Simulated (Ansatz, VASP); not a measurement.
**Two plane-wave programs on GaP**

Contents of POSCAR:

```
GaP
1.0
    0.0000000000      2.7252500000      2.7252500000
    2.7252500000      0.0000000000      2.7252500000
    2.7252500000      2.7252500000      0.0000000000
Ga P
1 1
Direct
    0.0000000000      0.0000000000      0.0000000000
    0.7500000000      0.7500000000      0.7500000000
```

The input INCAR.step1:

```
SYSTEM = GaP
PREC = Accurate ; ENCUT = 600
EDIFF = 1E-5 ; ISMEAR = -1
SIGMA = 0.05 ; LREAL = .FALSE.
LASPH = .TRUE. ; NELM = 60
ALGO = Normal ; LWAVE = .TRUE.
LCHARG = .FALSE. ; GGA = PE
```

File INCAR.step2:

```
SYSTEM = GaP
PREC = Accurate ; ENCUT = 600
EDIFF = 1E-6 ; ISMEAR = -1
SIGMA = 0.05 ; LREAL = .FALSE.
LASPH = .TRUE. ; NELM = 60
ALGO = Normal ; ISIF = 3
LWAVE = .FALSE. ; LCHARG = .FALSE.
GGA = PS ; LHFCALC = .TRUE.
AEXX = 0.25 ; PRECFOCK = Normal
IBRION = 2 ; NSW = 40
EDIFFG = -0.02 ; ISTART = 1
```

KPOINTS

```
regular mesh
0
G
  4 4 4
  0 0 0
```

Contents of input.yaml:

```yaml
crystal:
  lattice:
    - [0.0, 2.72525, 2.72525]
    - [2.72525, 0.0, 2.72525]
    - [2.72525, 2.72525, 0.0]
  atoms:
    - { symbol: Ga, position: [0.0, 0.0, 0.0] }
    - { symbol: P, position: [0.75, 0.75, 0.75] }
hamiltonian:
  xc: { exchange: pbesol, correlation: pbesol, exx: { coeff: 0.25 } }
  pseudopotentials: { kind: paw }
kpoints:
  mp_grid: { grid: [4, 4, 4] }
scf:
  occupations: { method: fermi_dirac, width: 0.05 }
output:
  forces: true
  stress: true
  write_density: true
  write_potential: true
  elf: true
  volumetric_format: npy
relax:
  f_tol: 0.01
  max_steps: 40
  cell: { stress_tol: 0.05 }
```

Alike in both runs: task relaxation of cell and atoms; functional PBEsol0; k mesh 4 × 4 × 4; occupations fermi-dirac, width 0.05 eV; no spin polarisation.

|  | VASP | Ansatz |
| --- | --- | --- |
| version | VASP 6.6.1 | Ansatz 0.2.0 |
| potentials or method | VASP PAW PBE potentials, release 64 (Ga_d, P) | Ansatz PAW |
| plane-wave cutoff (eV) | 600 | 420 |
| valence electrons in the cell | 18 | 18 |

```csv
,VASP,Ansatz,Ansatz less VASP
"gap on the k mesh at the Fermi level, each at its own relaxed structure (eV)",2.90,2.85,-0.044
relaxed volume (Å³/atom),19.90,19.97,+0.069
relaxed cell length with the largest relative difference (Å),3.833,3.837,+0.0044
energy change over the relaxation (meV/atom),-2,-1,+0.6
```

Caveats: the k mesh is coarse (spacing up to 0.50 Å⁻¹), so the values aren't converged, least of all with exact exchange; the PAW data sets were made with another functional, which shifts forces and pressure a little (VASP); the plane-wave basis is chosen anew once the cell has moved, so the energies of steps on either side of that aren't comparable (Ansatz); the PAW data sets come from PBE, with cores solved anew for the run's functional, which leaves a small shift of forces and pressure (Ansatz). A k mesh can miss the band edges.
